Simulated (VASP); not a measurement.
# MoS2 in VASP: further runs

The runs below take MoS2 through single point, with PBE+D3(BJ).

Everything below comes from runs of VASP 6.6.1. Logs are shortened: lines on timing, memory, paths and dates and some standing lists are left out, and cuts for length are marked.

### 1 The slab as given

The cell holds a slab with vacuum, 3 atoms: a = 3.154 Å, b = 3.154 Å, c = 32.263 Å, α = 90.00°, β = 90.00°, γ = 120.00°.

### 2 Single point, PBE+D3(BJ)

INCAR reads:

```
PREC = Accurate
ENCUT = 520
EDIFF = 1E-6
ISMEAR = 0
SIGMA = 0.02
LREAL = F
LASPH = T
NELM = 100
ALGO = Fast
ISIF = 2
LWAVE = F
LCHARG = F
LDIPOL = T
IDIPOL = 3
DIPOL = 0.5 0.5 0.500
GGA = PE
IVDW = 12
NBANDS = 20
```

KPOINTS reads:

```
regular mesh
0
Gamma
  12 12 1
```

POSCAR reads:

```
MoS2
1.0
    3.1542357904      0.0000000000      0.0000000000
   -1.5771178952      2.7316483240      0.0000000000
    0.0000000000      0.0000000000     32.2630185961
S Mo
2 1
Direct
    0.3333333333      0.6666666667      0.4514239486
    0.3333333333      0.6666666667      0.5485760514
    0.6666666667      0.3333333333      0.5000000000
```

Potentials or basis: VASP PAW PBE potentials, release 64 (S, Mo_sv).

Command:

```console
$ cat potpaw_PBE.64/S/POTCAR potpaw_PBE.64/Mo_sv/POTCAR > POTCAR
$ mpirun -np 1 vasp_std > vasp.out
```

OUTCAR:

```text
PREC = Accurate
   ENCUT = 520
   EDIFF = 1E-6
   ISMEAR = 0
   LREAL = F
   LASPH = T
   NELM = 100
   ISIF = 2
   GGA = PE
   IVDW = 12
 IVDW          = 12

 ion  position               nearest neighbor table
   1  0.333  0.667  0.451-   3 2.40   3 2.40   3 2.40
   2  0.333  0.667  0.549-   3 2.40   3 2.40   3 2.40
   3  0.667  0.333  0.500-   1 2.40   2 2.40   1 2.40   2 2.40   1 2.40   2 2.40

  LATTYP: Found a hexagonal cell.
 ALAT       =     3.1542357904
 C/A-ratio  =    10.2284739442

  Lattice vectors:

 A1 = (   3.1542357904,   0.0000000000,   0.0000000000)
 A2 = (  -1.5771178952,   2.7316483240,   0.0000000000)
 A3 = (   0.0000000000,   0.0000000000,  32.2630185961)

Analysis of symmetry for initial positions (statically):
=====================================================================
 Subroutine PRICEL returns:
 Original cell was already a primitive cell.

 Routine SETGRP: Setting up the symmetry group for a
 hexagonal supercell.

 Subroutine GETGRP returns: Found 12 space group operations
 (whereof 12 operations were pure point group operations)
 out of a pool of 24 trial point group operations.

The static configuration has the point symmetry D_3h.

Analysis of symmetry for dynamics (positions and initial velocities):
=====================================================================
 Subroutine PRICEL returns:
 Original cell was already a primitive cell.

 Routine SETGRP: Setting up the symmetry group for a
 hexagonal supercell.

 Subroutine GETGRP returns: Found 12 space group operations
 (whereof 12 operations were pure point group operations)
 out of a pool of 24 trial point group operations.

The dynamic configuration has the point symmetry D_3h.

 Subroutine INISYM returns: Found 12 space group operations
 (whereof 12 operations are pure point group operations),
 and found     1 'primitive' translations

----------------------------------------------------------------------------------------

                                     Primitive cell

  volume of cell :     277.9867

  direct lattice vectors                    reciprocal lattice vectors
     3.154235790  0.000000000  0.000000000     0.317034003  0.183039667  0.000000000
    -1.577117895  2.731648324  0.000000000     0.000000000  0.366079334  0.000000000
     0.000000000  0.000000000 32.263018596     0.000000000  0.000000000  0.030995240

  length of vectors
     3.154235790  3.154235790 32.263018596     0.366079334  0.366079334  0.030995240

  position of ions in fractional coordinates (direct lattice)
     0.333333333  0.666666667  0.451423949
     0.333333333  0.666666667  0.548576051
     0.666666667  0.333333333  0.500000000

  ion indices of the primitive-cell ions
   primitive index   ion index
                 1           1
                 2           2
                 3           3

----------------------------------------------------------------------------------------

 KPOINTS: regular mesh

Automatic generation of k-mesh.
 Grid dimensions read from file:
 generate k-points for:   12   12    1

 Generating k-lattice:

  Cartesian coordinates                     Fractional coordinates (reciprocal lattice)
     0.026419500  0.015253306  0.000000000     0.083333333 -0.000000000  0.000000000
     0.000000000  0.030506611  0.000000000     0.000000000  0.083333333  0.000000000
     0.000000000  0.000000000  0.030995240     0.000000000  0.000000000  1.000000000

  Length of vectors
     0.030506611  0.030506611  0.030995240

  Shift w.r.t. Gamma in fractional coordinates (k-lattice)
     0.000000000  0.000000000  0.000000000

 Subroutine IBZKPT returns following result:
 ===========================================

 Found     19 irreducible k-points:

 Following reciprocal coordinates:
            Coordinates               Weight
  0.000000  0.000000  0.000000      1.000000
  0.083333  0.000000  0.000000      6.000000
  0.166667 -0.000000  0.000000      6.000000
  0.250000  0.000000  0.000000      6.000000
  0.333333  0.000000  0.000000      6.000000
  0.416667 -0.000000  0.000000      6.000000
[... 11 lines left out ...]
  0.333333  0.250000  0.000000     12.000000
  0.333333  0.333333  0.000000      2.000000
   k-points           NKPTS =     19   k-points in BZ     NKDIM =     19   number of bands    NBANDS=     20
   number of dos      NEDOS =    301   number of ions     NIONS =      3
   total plane-waves  NPLWV = 138240
   dimension x,y,z NGX =    24 NGY =   24 NGZ =  240
   dimension x,y,z NGXF=    48 NGYF=   48 NGZF=  480
   ions per type =               2   1
   NGX,Y,Z   is equivalent  to a cutoff of  12.65, 12.65, 12.37 a.u.
   NGXF,Y,Z  is equivalent  to a cutoff of  25.30, 25.30, 24.73 a.u.
 SYSTEM =  unknown system
   PREC   = accura    normal or accurate (medium, high low for compatibility)
   ISTART =      0    job   : 0-new  1-cont  2-samecut
   ICHARG =      2    charge: 1-file 2-atom 10-const
   ISPIN  =      1    spin polarized calculation?
   LNONCOLLINEAR =      F non collinear calculations
   LSORBIT =      F    spin-orbit coupling
   LASPH  =      T    aspherical Exc in radial PAW
   ENCUT  =  520.0 eV  38.22 Ry    6.18 a.u.   5.86  5.86 59.99*2*pi/ulx,y,z
   NELM   =    100;   NELMIN=  2; NELMDL= -5     # of ELM steps
   EDIFF  = 0.1E-05   stopping-criterion for ELM
   LREAL  =      F    real-space projection
   EDIFFG = 0.1E-04   stopping-criterion for IOM
   NSW    =      0    number of steps for IOM
   IBRION =     -1    ionic relax: 0-MD 1-quasi-New 2-CG
   NFREE  =      0    steps in history (QN), initial steepest desc. (CG)
   ISIF   =      2    stress and relaxation
   ISYM   =      2    0-nonsym 1-usesym 2-fastsym
   POTIM  = 0.5000    time-step for ionic-motion
   TEBEG  =    0.0;   TEEND  =   0.0 temperature during run
   PSTRESS=    0.0 pullay stress
   NELECT =      26.0000    total number of electrons
   NUPDOWN=      -1.0000    fix difference up-down
   EMIN   =  10.00;   EMAX   =-10.00  energy-range for DOS
   EFERMI =   0.00;   METHOD = LEGACY
   ISMEAR =     0;   SIGMA  =   0.02  broadening in eV -4-tet -1-fermi 0-gaus
   EFERMI_NEDOS =   21; number of points for ismear=-14 and -15
   IALGO  =     68    algorithm
   IMIX   =      4    mixing-type and parameters
     AMIX     =   0.40;   BMIX     =  1.00
     AMIX_MAG =   1.60;   BMIX_MAG =  1.00
  volume/ion in A,a.u.               =      92.66       625.32
  Fermi-wavevector in a.u.,A,eV,Ry     =   0.743118  1.404290  7.513475  0.552225
  Thomas-Fermi vector in A             =   1.838158
   LORBIT       =      0    0 simple, 1 ext, 2 COOP (PROOUT), +10 PAW based schemes
   GGA     = PE    functional components
   LHFCALC =     F    Hartree Fock is set to
   AEXX    =    0.0000 exact exchange contribution
   IVDW    =    12    specifies the selected vdW correction
   LEPSILON=     F    determine dielectric tensor
   LRPA    =     F    only Hartree local field effects (RPA)
 non-spin polarized calculation
 RMM-DIIS sequential band-by-band and
 Gauss-broadening in eV      SIGMA  =   0.02
  energy-cutoff  :      520.00
  volume of cell :      277.99
 maximum number of plane-waves:      7522
 NGX is ok and might be reduce to    24
   NGX = 11   NGY = 11   NGZ =119

 dipolmoment           0.000000      0.000000      0.000000 electrons x Angstroem

 number of electron      26.0000001 magnetization

 dipolmoment           0.000000      0.000000     -0.000000 electrons x Angstroem

 Free energy of the ion-electron system (eV)
  ---------------------------------------------------
  ext. energy  EPLUGINS =         0.00000000
  ---------------------------------------------------
  free energy    TOTEN  =       -21.84381567 eV

  energy without entropy =      -21.84381567  energy(sigma->0) =      -21.84381567

 E-fermi :  -3.3229     XC(G=0):  -2.4249

 val. band max:       -3.4428567815   @ k =   0.3333   0.3333   0.0000
 cond. band min:      -1.6627884456   @ k =   0.3333   0.3333   0.0000
 fundamental gap:      1.7800683359
 Fermi energy:        -3.3229173964

 k-point     1 :       0.0000    0.0000    0.0000
  band No.  band energies     occupation
      1     -64.2777      2.00000
      2     -38.4374      2.00000
      3     -38.1995      2.00000
      4     -38.1995      2.00000
      5     -17.6036      2.00000
      6     -16.3008      2.00000
[... 12 lines left out ...]
     19       2.0922      0.00000
     20       2.9171      0.00000

 k-point     2 :       0.0833    0.0000    0.0000
  band No.  band energies     occupation
      1     -64.2749      2.00000
      2     -38.4319      2.00000
      3     -38.2275      2.00000
      4     -38.2059      2.00000
      5     -17.4973      2.00000
      6     -16.2564      2.00000
[... 12 lines left out ...]
     19       2.2310      0.00000
     20       3.2578      0.00000

 k-point     3 :       0.1667   -0.0000    0.0000
  band No.  band energies     occupation
      1     -64.2672      2.00000
      2     -38.4169      2.00000
      3     -38.3032      2.00000
      4     -38.2231      2.00000
      5     -17.1947      2.00000
      6     -16.1300      2.00000
[... 12 lines left out ...]
     19       2.6369      0.00000
     20       3.0457      0.00000

 k-point     4 :       0.2500    0.0000    0.0000
  band No.  band energies     occupation
      1     -64.2567      2.00000
      2     -38.4053      2.00000
      3     -38.3963      2.00000
      4     -38.2467      2.00000
      5     -16.7457      2.00000
      6     -15.9441      2.00000
[... 314 lines left out ...]
 k-point    18 :       0.3333    0.2500    0.0000
  band No.  band energies     occupation
      1     -64.2317      2.00000
      2     -38.5353      2.00000
      3     -38.4114      2.00000
      4     -38.3475      2.00000
      5     -15.4458      2.00000
      6     -15.3820      2.00000
[... 12 lines left out ...]
     19       4.8291      0.00000
     20       5.8900      0.00000

 k-point    19 :       0.3333    0.3333    0.0000
  band No.  band energies     occupation
      1     -64.2303      2.00000
      2     -38.5046      2.00000
      3     -38.4591      2.00000
      4     -38.3447      2.00000
      5     -15.3629      2.00000
      6     -15.3383      2.00000
[... 12 lines left out ...]
     19       4.1841      0.00000
     20       6.2038      0.00000

------------------------ aborting loop because EDIFF is reached ----------------------------------------

 vacuum level on the upper side and lower side of the slab       (xc-potential included)        -0.130        -0.130

 Edisp (eV)   -0.95730

 E8    (eV) :    -0.4144

  FORCE on cell =-STRESS in cart. coord.  units (eV):
  Direction    XX          YY          ZZ          XY          YZ          ZX
  --------------------------------------------------------------------------------------
  -------------------------------------------------------------------------------------
  Total      -0.04158    -0.04158    -0.05445    -0.00000    -0.00000     0.00000
  in kB      -0.23963    -0.23963    -0.31385    -0.00000    -0.00000     0.00000
  external pressure =       -0.26 kB  Pullay stress =        0.00 kB

 VOLUME and BASIS-vectors are now :
 -----------------------------------------------------------------------------
  energy-cutoff  :      520.00
  volume of cell :      277.99
      direct lattice vectors                 reciprocal lattice vectors
     3.154235790  0.000000000  0.000000000     0.317034003  0.183039667  0.000000000
    -1.577117895  2.731648324  0.000000000     0.000000000  0.366079334  0.000000000
     0.000000000  0.000000000 32.263018596     0.000000000  0.000000000  0.030995240

 POSITION                                       TOTAL-FORCE (eV/Angst)
 -----------------------------------------------------------------------------------
     -0.00000      1.82110     14.56430        -0.000000      0.000000      0.009318
     -0.00000      1.82110     17.69872         0.000000      0.000000     -0.009318
      1.57712      0.91055     16.13151        -0.000000      0.000000      0.000000
 -----------------------------------------------------------------------------------
    total drift:                               -0.000000      0.000000      0.000000

  FREE ENERGIE OF THE ION-ELECTRON SYSTEM (eV)
  ---------------------------------------------------
  free  energy   TOTEN  =       -22.8011112232 eV

  energy  without entropy=      -22.8011112232  energy(sigma->0) =      -22.80111122

 vacuum level on the upper side and lower side of the slab         2.440         2.440
```

Run time: 2.3 min. Hardware: 1 thread of Intel Xeon Platinum 8259CL at 2.50GHz (Skylake/Cascade Lake), shared host; peak memory 0.42 GiB.

Results:

```
Free energy                : -22.8011 eV
Largest force              : 0.009 eV/Å
Band gap on the k mesh     : 1.78 eV, direct
Dispersion energy per atom : -0.319 eV
```

Forces on the atoms (eV/Å):
```
S    0.000  0.000  0.009
S    0.000  0.000 -0.009
Mo   0.000  0.000  0.000
```

Levels at points of the mesh, in eV from the valence-band top:
| k point | band 10 | band 11 | band 12 | band 13 | band 14 | band 15 | band 16 | band 17 |
| --- | --- | --- | --- | --- | --- | --- | --- | --- |
| (0.00, 0.00, 0.00) | -1.86 | -1.45 | -1.45 | -0.09 | 2.84 | 2.84 | 3.07 | 3.07 |
| (0.50, 0.00, 0.00) | -3.16 | -1.95 | -0.91 | -0.65 | 2.35 | 2.85 | 3.92 | 4.38 |

### 3 Single point, PBE+D3(BJ)

This run uses another cell than the first one, of 92.36 Å³/atom, 0.997 times its volume.

INCAR reads:

```
SYSTEM = MoS2
  PREC = Accurate
  ENCUT = 520
  EDIFF = 1E-6
  ISMEAR = 0
  SIGMA = 0.02
  LREAL = .FALSE.
  LASPH = .TRUE.
  NELM = 100
  ALGO = Fast
  ISIF = 2
  LWAVE = .FALSE.
  LCHARG = .FALSE.
  LDIPOL = .TRUE.
  IDIPOL = 3
  DIPOL = 0.5 0.5 0.500
  GGA = PE
  IVDW = 12
  NBANDS = 20
```

KPOINTS reads:

```
Automatic mesh
0
G
  12 12 1
  0 0 0
```

POSCAR reads:

```
MoS2
1.0
    3.1491697132      0.0000000000      0.0000000000
   -1.5745848566      2.7272609724      0.0000000000
    0.0000000000      0.0000000000     32.2630185961
S Mo
2 1
Direct
    0.3333333333      0.6666666667      0.4514690591
    0.3333333333      0.6666666667      0.5485309409
    0.6666666667      0.3333333333      0.5000000000
```

Potentials or basis: VASP PAW PBE potentials, release 64 (S, Mo_sv).

Command:

```console
$ cat potpaw_PBE.64/S/POTCAR potpaw_PBE.64/Mo_sv/POTCAR > POTCAR
$ mpirun -np 1 vasp_std > vasp.out
```

Wall time 2.5 min (1 thread of Intel Xeon Platinum 8259CL at 2.50GHz (Skylake/Cascade Lake), shared host); peak memory 0.41 GiB.

The run converged. Its results:

```yaml
Free_energy: -22.8008 eV
Largest_force: 0.051 eV/Å
Band_gap_on_the_k_mesh: 1.79 eV, direct
Dispersion_energy_per_atom: -0.320 eV
```

Forces on the atoms (eV/Å):
```
S    0.000  0.000 -0.051
S    0.000  0.000  0.051
Mo   0.000  0.000  0.000
```

Levels at points of the mesh, in eV from the valence-band top:
```tsv
k point	band 11	band 12	band 13	band 14	band 15	band 16
(0.00, 0.00, 0.00)	-1.45	-1.45	-0.09	2.85	2.85	3.09
(0.50, 0.00, 0.00)	-1.95	-0.90	-0.65	2.37	2.87	3.94
```

### 4 Single point, PBE+D3(BJ)

INCAR reads:

```
PREC = Accurate ; ENCUT = 520
EDIFF = 1E-6 ; ISMEAR = 0
SIGMA = 0.02 ; LREAL = False
LASPH = True ; NELM = 100
ALGO = Fast ; ISIF = 2
LWAVE = False ; LCHARG = True
LDIPOL = True ; IDIPOL = 3
DIPOL = 0.5 0.5 0.500 ; GGA = PE
IVDW = 12 ; LELF = True
LVHAR = True ; LVACPOTAV = True
NBANDS = 20
```

KPOINTS reads:

```
Automatic mesh
0
Gamma
  12 12 1
```

POSCAR reads:

```
MoS2
1.0
    3.1542357904      0.0000000000      0.0000000000
   -1.5771178952      2.7316483240      0.0000000000
    0.0000000000      0.0000000000     32.2630185961
S Mo
2 1
Direct
    0.3333333333      0.6666666667      0.4514239486
    0.3333333333      0.6666666667      0.5485760514
    0.6666666667      0.3333333333      0.5000000000
```

Command:

```console
$ cat potpaw_PBE.64/S/POTCAR potpaw_PBE.64/Mo_sv/POTCAR > POTCAR
$ mpirun -np 1 vasp_std > vasp.out
```

Run time: 2.5 min. Hardware: 1 thread of Intel Xeon Platinum 8259CL at 2.50GHz (Skylake/Cascade Lake), shared host; peak memory 0.42 GiB.

The run converged. Its results:

| Item | Value |
| --- | --- |
| Free energy | -22.8011 eV |
| Largest force | 0.009 eV/Å |
| Band gap on the k mesh | 1.78 eV, direct |
| Dispersion energy per atom | -0.319 eV |
| Ionisation potential of the upper face | 5.89 eV |

Forces on the atoms (eV/Å):
```
S    0.000  0.000  0.009
S    0.000  0.000 -0.009
Mo   0.000  0.000  0.000
```

Levels at points of the mesh, in eV from the valence-band top:
| k point | band 10 | band 11 | band 12 | band 13 | band 14 | band 15 | band 16 | band 17 |
| --- | --- | --- | --- | --- | --- | --- | --- | --- |
| (0.00, 0.00, 0.00) | -1.86 | -1.45 | -1.45 | -0.09 | 2.84 | 2.84 | 3.07 | 3.07 |
| (0.50, 0.00, 0.00) | -3.16 | -1.95 | -0.91 | -0.65 | 2.35 | 2.85 | 3.92 | 4.38 |
